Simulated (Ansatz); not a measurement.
# Ni: relativistic levels of theory

Aim: hold the cell of Ni and change the physics step by step: no relativity; spin-orbit coupling on.

Program: Ansatz 0.2.0. Level of theory: DFT, at the level named in each step. These are calculated values, not measurements.

1 further run of the same task is left out (set aside as unsound or not needed).

### Step 1. The starting structure

Symmetry: Pm-3m, No. 221, cubic system. The conventional cell has a = 2.329 Å, b = 2.329 Å, c = 2.329 Å, α = 90.00°, β = 90.00°, γ = 90.00°. Ni (site symmetry m-3m) has 6 Ni at 2.33 Å as nearest neighbours.

Structure file:

```xyz
1
Lattice="2.3293 0.0000 0.0000 0.0000 2.3293 0.0000 0.0000 0.0000 2.3293" Properties=species:S:1:pos:R:3 pbc="T T T"
Ni    0.0000    0.0000    0.0000
```

The structure (sc type) was typed from a prototype and relaxed by PAW; whether it is the ground state wasn't tested.

### Step 2. No relativity, LAPW

input.yaml

```yaml
crystal:
  lattice:
    - [2.3292659376, 0.0, 0.0]
    - [0.0, 2.3292659376, 0.0]
    - [0.0, 0.0, 2.3292659376]
  atoms:
    - { symbol: Ni, position: [0.0, 0.0, 0.0], spin: 1.5 }
magnetization:
  spin_polarized: true
kpoints:
  mp_grid: { grid: [16, 16, 16] }
  band_path:
    path:
      - [0.0, 0.0, 0.0]
      - [0.0, 0.5, 0.0]
      - [0.5, 0.5, 0.0]
      - [0.0, 0.0, 0.0]
      - [0.5, 0.5, 0.5]
      - [0.0, 0.5, 0.0]
      - [0.5, 0.5, 0.5]
      - [0.5, 0.5, 0.0]
    npoints: 5
scf:
  occupations: { method: fermi_dirac, width: 0.05 }
hamiltonian:
  xc: pbe
  pseudopotentials:
    kind: all_electron
    lapw: { basis_error: 0.0005 }
    relativity: none
output:
  forces: true
  stress: true
  eigenvalues: true
```

Started as:

```
$ ansatz run input.yaml --threads 1 --pin off --max-ram 3072MiB --backend cpu --events-out ev --progress --plain --runs-dir out
```

### Step 3. Spin-orbit coupling on, LAPW

Changes to input.yaml since step 2:

```diff
@@ -8,3 +8,4 @@
 magnetization:
-  spin_polarized: true
+  noncollinear: true
+  spin_orbit: true
 kpoints:
@@ -26,6 +27,3 @@
   xc: pbe
-  pseudopotentials:
-    kind: all_electron
-    lapw: { basis_error: 0.0005 }
-    relativity: none
+  pseudopotentials: { kind: all_electron, lapw: { basis_error: 0.0005 } }
 output:
```

### Step 4. Spin-orbit coupling on, PAW

Changes to input.yaml since step 3:

```diff
@@ -27,3 +27,3 @@
   xc: pbe
-  pseudopotentials: { kind: all_electron, lapw: { basis_error: 0.0005 } }
+  pseudopotentials: { kind: paw_fr }
 output:
@@ -32 +32,2 @@
   eigenvalues: true
+  efg: { contact_densities: true }
```

(Steps that only read results are left out.)

Before running it: what results should come out? Wanted: pressure, no relativity, LAPW; pressure, spin-orbit coupling on, LAPW.

The runs gave:

```
                              quantity     value
         pressure, no relativity, LAPW  2.95 GPa
pressure, spin-orbit coupling on, LAPW  0.07 GPa
```

What this shows: With spin-orbit coupling, PAW lies less than 0.01 GPa from LAPW in pressure. The magnetic state is the one reached from the start moments in this cell; it needn't be the ground state.
